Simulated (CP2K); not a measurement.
# CdS (Fm-3m) in CP2K: reference runs

How does CdS come out in PBE? The cell is run as given and disturbed.

Everything below comes from runs of CP2K 2026.2. Logs are shortened: lines on timing, memory, paths and dates and some standing lists are left out, and cuts for length are marked.

## (1) The crystal as given

Symmetry: Fm-3m, No. 225, cubic system. Conventional cell: a = 5.506 Å, b = 5.506 Å, c = 5.506 Å, α = 90.00°, β = 90.00°, γ = 90.00°. Cd (site symmetry m-3m) is surrounded by 6 S at 2.75 Å. S (site symmetry m-3m) has 6 Cd at 2.75 Å as nearest neighbours.

Measurements of this composition are mostly on another form, of space group No. 186.

## (2) Single point, PBE

cds_scf.inp

```
&GLOBAL
  PROJECT cds_scf
  RUN_TYPE ENERGY_FORCE
  PRINT_LEVEL LOW
&END GLOBAL
&FORCE_EVAL
  METHOD QS
  STRESS_TENSOR ANALYTICAL
  &DFT
    BASIS_SET_FILE_NAME BASIS_MOLOPT_UZH
    POTENTIAL_FILE_NAME POTENTIAL_UZH
    &MGRID
      CUTOFF 450
      REL_CUTOFF 60
      NGRIDS 5
    &END MGRID
    &QS
      METHOD GPW
      EPS_DEFAULT 1.0E-10
    &END QS
    &KPOINTS
      SCHEME MONKHORST-PACK 8 8 8
      GAMMA_CENTERED T
      SYMMETRY T
      SYMMETRY_BACKEND SPGLIB
    &END KPOINTS
    &SCF
      SCF_GUESS ATOMIC
      EPS_SCF 1.0E-6
      MAX_SCF 100
      ADDED_MOS 10
      CHOLESKY OFF
      EPS_EIGVAL 1.0E-7
      &DIAGONALIZATION ON
        ALGORITHM STANDARD
      &END DIAGONALIZATION
      &MIXING ON
        METHOD BROYDEN_MIXING
        ALPHA 0.4
        BETA 1.5
        NBUFFER 8
      &END MIXING
      &SMEAR ON
        METHOD FERMI_DIRAC
        ELECTRONIC_TEMPERATURE [K] 580.226
      &END SMEAR
    &END SCF
    &XC
      &XC_FUNCTIONAL PBE
      &END XC_FUNCTIONAL
    &END XC
    &PRINT
      &KPOINTS ON
      &END KPOINTS
      &MULLIKEN ON
      &END MULLIKEN
      &MO ON
        ENERGIES T
        OCCUPATION_NUMBERS T
        &EACH
          QS_SCF 0
        &END EACH
        ADD_LAST NUMERIC
      &END MO
      &LOWDIN ON
      &END LOWDIN
      &HIRSHFELD ON
        SHAPE_FUNCTION DENSITY
      &END HIRSHFELD
    &END PRINT
  &END DFT
  &SUBSYS
    &CELL
      A 3.8936750053 0.0000000000 0.0000000000
      B 1.9468375027 3.3720214687 0.0000000000
      C 1.9468375027 1.1240071562 3.1791723291
      PERIODIC XYZ
    &END CELL
    &COORD
      Cd  0.0000000000 0.0000000000 0.0000000000
      S   3.8936750053 2.2480143125 1.5895861646
    &END COORD
    &KIND Cd
      BASIS_SET TZVP-MOLOPT-PBE-GTH-q12
      POTENTIAL GTH-PBE-q12
    &END KIND
    &KIND S
      BASIS_SET TZVP-MOLOPT-PBE-GTH-q6
      POTENTIAL GTH-PBE-q6
    &END KIND
    &PRINT
      &ATOMIC_COORDINATES ON
      &END ATOMIC_COORDINATES
      &CELL ON
      &END CELL
      &SYMMETRY ON
      &END SYMMETRY
    &END PRINT
  &END SUBSYS
  &PRINT
    &FORCES ON
    &END FORCES
    &STRESS_TENSOR ON
    &END STRESS_TENSOR
  &END PRINT
&END FORCE_EVAL
```

Potentials or basis: POTENTIAL_UZH Cd GTH-PBE-q12, S GTH-PBE-q6; TZVP-MOLOPT-PBE-GTH basis.

On the command line:

```console
$ OMP_NUM_THREADS=1 cp2k.psmp -i cds_scf.inp -o cds_scf.out
```

cds_scf.out:

```text

 CP2K| version string:                                       CP2K version 2026.2
 CP2K| Input file name                                               cds_scf.inp

 GLOBAL| Force Environment number                                              1
 GLOBAL| Basis set file name                                    BASIS_MOLOPT_UZH
 GLOBAL| Potential file name                                       POTENTIAL_UZH
 GLOBAL| MM Potential file name                                     MM_POTENTIAL
 GLOBAL| Coordinate file name                                      __STD_INPUT__
 GLOBAL| Method name                                                        CP2K
 GLOBAL| Project name                                                    cds_scf
 GLOBAL| Run type                                                   ENERGY_FORCE
 GLOBAL| FFT library                                                       FFTW3
 GLOBAL| Diagonalization library                                       ScaLAPACK
 GLOBAL| Cholesky decomposition library                                ScaLAPACK
 GLOBAL| DGEMM library                                                      BLAS
 GLOBAL| Direct generalized diagonalization requested                          F
 GLOBAL| Matrix multiplication library                                 ScaLAPACK
 GLOBAL| Global print level                                                  LOW
 GLOBAL| Total number of message passing processes                             1
 GLOBAL| Number of threads for this process                                    1
 GLOBAL| CPU model name                          Intel(R) Xeon(R) Platinum 8488C

 CELL| Volume [angstrom^3]:                                            41.741120
 CELL| Vector a [angstrom]:       3.894     0.000     0.000   |a| =     3.893675
 CELL| Vector b [angstrom]:       1.947     3.372     0.000   |b| =     3.893675
 CELL| Vector c [angstrom]:       1.947     1.124     3.179   |c| =     3.893675
 CELL| Angle (b,c), alpha [degree]:                                    60.000000
 CELL| Angle (a,c), beta  [degree]:                                    60.000000
 CELL| Angle (a,b), gamma [degree]:                                    60.000000
 CELL| Numerically orthorhombic:                                              NO
 CELL| Periodicity                                                           XYZ

 CELL_REF| Volume [angstrom^3]:                                        41.741120
 CELL_REF| Vector a [angstrom     3.894     0.000     0.000   |a| =     3.893675
 CELL_REF| Vector b [angstrom     1.947     3.372     0.000   |b| =     3.893675
 CELL_REF| Vector c [angstrom     1.947     1.124     3.179   |c| =     3.893675
 CELL_REF| Angle (b,c), alpha [degree]:                                60.000000
 CELL_REF| Angle (a,c), beta  [degree]:                                60.000000
 CELL_REF| Angle (a,b), gamma [degree]:                                60.000000
 CELL_REF| Numerically orthorhombic:                                          NO
 CELL_REF| Periodicity                                                       XYZ

 GENERATE|  Preliminary Number of Bonds generated:                             0
 GENERATE|  Achieved consistency in connectivity generation.

 *******************************************************************************
 *******************************************************************************
 **            Copyright (C) by CP2K developers group (2000-2026)             **
 *******************************************************************************

 TOTAL NUMBERS AND MAXIMUM NUMBERS

  Total number of            - Atomic kinds:                                   2
                             - Atoms:                                          2
                             - Shell sets:                                     2
                             - Shells:                                        17
                             - Primitive Cartesian functions:                  9
                             - Cartesian basis functions:                     58
                             - Spherical basis functions:                     51

  Maximum angular momentum of- Orbital basis functions:                        3
                             - Local part of the GTH pseudopotential:          0
                             - Non-local part of the GTH pseudopotential:      4

 MODULE QUICKSTEP: ATOMIC COORDINATES IN ANGSTROM

   Atom Kind Element         X             Y             Z       Z(eff)     Mass
      1    1 Cd   48      0.000000      0.000000      0.000000  12.0000 112.4110
      2    2 S    16      3.893675      2.248014      1.589586   6.0000  32.0650

 Crystal Symmetry Information
       International Symbol:                                               Fm-3m
       Point Group Symbol:                                                  m-3m
       Schoenflies Symbol:                                                  Oh^5
       Number of Symmetry Operations:                                         48
[... 28 lines left out ...]
 BRILLOUIN| K-point scheme                                        Monkhorst-Pack
 BRILLOUIN| K-Point grid                                             8    8    8
 BRILLOUIN| Gamma-centered k-point mesh                                     ON
 BRILLOUIN| K-point symmetry accuracy                               0.100000E-05
 BRILLOUIN| K-Point point group symmetrization                                ON
 BRILLOUIN| Symmetry backend                                             SPGLIB
 BRILLOUIN| Symmetry reduction method                                    SPGLIB
 BRILLOUIN| Wavefunction type                                            COMPLEX
 BRILLOUIN| List of Kpoints [2 Pi/Bohr]                                       29
 BRILLOUIN| Number           Weight            X              Y              Z
 BRILLOUIN|     1           0.01562       -0.37500       -0.37500       -0.37500
 BRILLOUIN|     2           0.04688       -0.37500       -0.37500       -0.25000
 BRILLOUIN|     3           0.04688       -0.37500       -0.37500       -0.12500
 BRILLOUIN|     4           0.01172       -0.37500       -0.37500        0.00000
 BRILLOUIN|     5           0.04688       -0.37500       -0.37500        0.12500
 BRILLOUIN|     6           0.02344       -0.37500       -0.37500        0.25000
[... 21 lines left out ...]
 BRILLOUIN|    28           0.00781        0.00000        0.00000        0.50000
 BRILLOUIN|    29           0.00586        0.00000        0.50000        0.50000
 *******************************************************************************

 Extrapolation method: initial_guess

 Number of electrons:                                                         18
 Number of occupied orbitals:                                                  9
 Number of molecular orbitals:                                                19

 Number of orbital functions:                                                 51
 Number of independent orbital functions:                                     51

 SCF WAVEFUNCTION OPTIMIZATION

  Step     Update method      Time    Convergence         Total energy    Change
  ------------------------------------------------------------------------------
     1 NoMix/Diag. 0.40E+00    2.1     1.49049524       -56.3906115373 -5.64E+01
     2 Broy./Diag. 0.40E+00    2.1     0.04772234       -56.0883870748  3.02E-01
     3 Broy./Diag. 0.40E+00    2.0     0.11284897       -56.2722024971 -1.84E-01
     4 Broy./Diag. 0.40E+00    2.1     0.00711863       -56.3816099827 -1.09E-01
     5 Broy./Diag. 0.40E+00    2.1     0.00472361       -56.3398092870  4.18E-02
     6 Broy./Diag. 0.40E+00    2.1     0.00156096       -56.3255704065  1.42E-02
     7 Broy./Diag. 0.40E+00    2.1     0.00058962       -56.3195690352  6.00E-03
     8 Broy./Diag. 0.40E+00    2.1     0.00031993       -56.3203995439 -8.31E-04
     9 Broy./Diag. 0.40E+00    2.1     0.00006582       -56.3206819668 -2.82E-04
    10 Broy./Diag. 0.40E+00    2.1     0.00005621       -56.3204649968  2.17E-04
    11 Broy./Diag. 0.40E+00    2.1     0.00000414       -56.3203387952  1.26E-04
    12 Broy./Diag. 0.40E+00    2.0     0.00000202       -56.3203534203 -1.46E-05
    13 Broy./Diag. 0.40E+00    2.1     0.00000038       -56.3203519778  1.44E-06

  *** SCF run converged in    13 steps ***

  Electronic density on regular grids:        -17.9999999983        0.0000000017
  Core density on regular grids:               17.9999999980       -0.0000000020
  Total charge density on r-space grids:       -0.0000000003
  Total charge density g-space grids:          -0.0000000003

  Overlap energy of the core charge distribution:               0.00000000000463
  Self energy of the core charge distribution:                -98.03046065360920
  Core Hamiltonian energy:                                     29.52905954782419
  Hartree energy:                                              21.08321808444142
  Exchange-correlation energy:                                 -8.90213065442012
  Electronic entropic energy:                                  -0.00003830182979
  Fermi energy:                                                 0.19298681967124

  Total energy:                                               -56.32035197777082
  Total energy (extrapolated to T->0):                        -56.32033282685592

 MO| EIGENVALUES AND OCCUPATION NUMBERS FOR K POINT 1
 MO|
 MO|  Index      Eigenvalue [a.u.]        Eigenvalue [eV]             Occupation
 MO|      1              -0.247705              -6.740400               2.000000
 MO|      2              -0.102920              -2.800603               2.000000
 MO|      3              -0.102920              -2.800602               2.000000
 MO|      4              -0.099567              -2.709369               2.000000
 MO|      5              -0.087578              -2.383125               2.000000
 MO|      6              -0.087578              -2.383124               2.000000
[... 340 lines left out ...]
 MO|     18               0.825042              22.450521               0.000000
 MO|     19               0.927994              25.252010               0.000000
 MO| Sum:                                                              18.000000
 MO| E(Fermi):            0.192987 a.u.          5.251438 eV

 [... the levels of further k-points ...]

 !-----------------------------------------------------------------------------!
                     Mulliken Population Analysis

 #  Atom  Element  Kind  Atomic population                           Net charge
       1     Cd       1         11.197611                              0.802389
       2     S        2          6.802389                             -0.802389
 # Total charge                             18.000000                 -0.000000

 !-----------------------------------------------------------------------------!

 !-----------------------------------------------------------------------------!
                           Hirshfeld Charges

  #Atom  Element  Kind  Ref Charge     Population                    Net charge
      1       Cd     1      12.000         11.683                         0.317
      2       S      2       6.000          6.317                        -0.317

  Total Charge                                                            0.000
 !-----------------------------------------------------------------------------!

 LOWDIN POPULATION ANALYSIS

 #  Atom  Element  Kind  Atomic population                           Net charge
       1     Cd       1         12.921006                             -0.921006
       2     S        2          5.078994                              0.921006
 # Total charge                             18.000000                 -0.000000

 ENERGY| Total FORCE_EVAL ( QS ) energy [hartree]            -56.320351461636974

 FORCES| Atomic forces [hartree/bohr]
 FORCES|   Atom     x               y               z               |f|
 FORCES|      1  1.85910844E-13 -3.19718521E-13 -1.59622761E-13   4.02817825E-13
 FORCES|      2 -1.82050492E-13  3.14344491E-13  1.58977481E-13   3.96520719E-13
 FORCES| Sum     3.86035183E-15 -5.37402946E-15 -6.45280538E-16
 FORCES| Total atomic force                                       6.64822502E-15

 STRESS| Analytical stress tensor [bar]
 STRESS|                        x                   y                   z
 STRESS|      x        8.59973941732E+01  -2.46796129837E-01  -1.53663582609E-01
 STRESS|      y       -2.46796129837E-01   8.59598365122E+01  -3.05852191702E-01
 STRESS|      z       -1.53663582609E-01  -3.05852191702E-01   8.63862040975E+01
 STRESS| 1/3 Trace                                             8.61144782610E+01
 STRESS| Determinant                                           6.38579272937E+05

 STRESS| Eigenvectors and eigenvalues of the analytical stress tensor [bar]
 STRESS|                        1                   2                   3
 STRESS| Eigenvalues   8.55924289548E+01   8.62040572286E+01   8.65469485995E+01
 STRESS|      x           0.582503871686      0.811267471972     -0.050342113492
 STRESS|      y           0.714256900025     -0.540443849591     -0.444699366096
 STRESS|      z           0.387977216132     -0.223081900564      0.894264024437
```

Wall time 33 s (1 thread of Intel Xeon Platinum 8488C (Sapphire Rapids), shared host); peak memory 0.34 GiB.

Results:

| Quantity | Value |
| --- | --- |
| Free energy | -1532.5547 eV |
| Pressure | 0.0 GPa |
| Band gap on the k mesh | 0.26 eV, indirect (least direct gap 1.54 eV) |
| Mulliken charges | Cd +0.80; S -0.80 e |
| Hirshfeld charges | Cd +0.32; S -0.32 e |

Caveat: Mulliken charges move with the basis; the basis of atomic orbitals isn't converged, which shifts pressures, moduli and gaps.

[end of part 1 of 2]
